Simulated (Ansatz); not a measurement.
Input and command of a plane-wave DFT calculation in Ansatz:

```yaml
crystal:
  lattice:
    - [2.7989136368, 0.0, 0.0]
    - [-1.3994568184, 2.4239303125, 0.0]
    - [0.0, 0.0, 3.0220828305]
  atoms:
    - { symbol: Ni, position: [0.0, 0.0, 0.0] }
    - { symbol: H, position: [0.3333333333, 0.6666666667, 0.5] }
    - { symbol: H, position: [0.6666666667, 0.3333333333, 0.5] }
basis:
  ecutwfc: 420
kpoints:
  mp_grid: { grid: [6, 6, 6] }
hamiltonian:
  xc: pbe
scf:
  occupations: { method: gaussian, width: 0.1 }
  lower_state_search: "off"
output:
  forces: true
  stress: true
  eigenvalues: true
relax:
  adjacent_minimum: "off"
  f_tol: 0.04
  max_steps: 70
  cell: { stress_tol: 0.4 }
```

```bash
ansatz run input.yaml --threads 1 --pin off --max-ram 2560MiB --backend cpu --events-out ev --progress --plain --runs-dir out
```

Processor: Arm Neoverse V2, 1 thread, on a host shared with other jobs.

**Question.** Estimate time, memory and problem size.

**Answer.** About 5.1 s on 1 thread of Arm Neoverse V2, on a shared host, peak memory 0.26 GiB. It solves 14 bands at 28 k points (the mesh reduced by the symmetry that the task leaves, which can be less than the crystal's) with about 315 plane waves (on the last cell), in 42 SCF iterations over 7 ionic steps.
